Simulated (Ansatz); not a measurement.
## SnSe: equation of state with PBE+D3(BJ)

Crystal: SnSe.

```
Sn Se
1.0
    11.42000    0.00000    0.00000
     0.00000    4.19000    0.00000
     0.00000    0.00000    4.46000
Sn Se
4 4
Direct
  0.87700 0.75000 0.90900
  0.62300 0.25000 0.40900
  0.37700 0.75000 0.59100
  0.12300 0.25000 0.09100
  0.64300 0.75000 0.98400
  0.85700 0.25000 0.48400
  0.14300 0.75000 0.51600
  0.35700 0.25000 0.01600
```

* Program: Ansatz 0.2.0
* Task: equation of state
* Functional: PBE
* Dispersion: D3(BJ)
* Potentials or basis: Ansatz PAW
* Cutoff: 420 eV
* Density cutoff: 1680 eV
* k mesh: 3 × 6 × 6
* Occupations: fermi-dirac, width 0.05 eV
* Spin: no spin polarisation

```
Equilibrium volume                        : 26.78 Å³/atom
Bulk modulus at fixed shape and positions : 49 GPa
Pressure derivative of the bulk modulus   : 6.5 (rough: it moves with the points fitted)
```

Energy against volume, from the lowest point:
```
volume (Å³/atom)  energy (meV/atom)
          25.076              19.74
          25.609               8.92
          26.143               2.50
          26.676               0.00
          27.210               0.98
          27.743               4.94
          28.277              11.17
```

All runs of the series together: 2.7 min on 2 threads of Arm Neoverse V1, on a shared host.

Caveat: the cell was scaled at fixed shape and fractional positions, which overstates the stiffness of a crystal with free parameters, most of all of layers and chains.
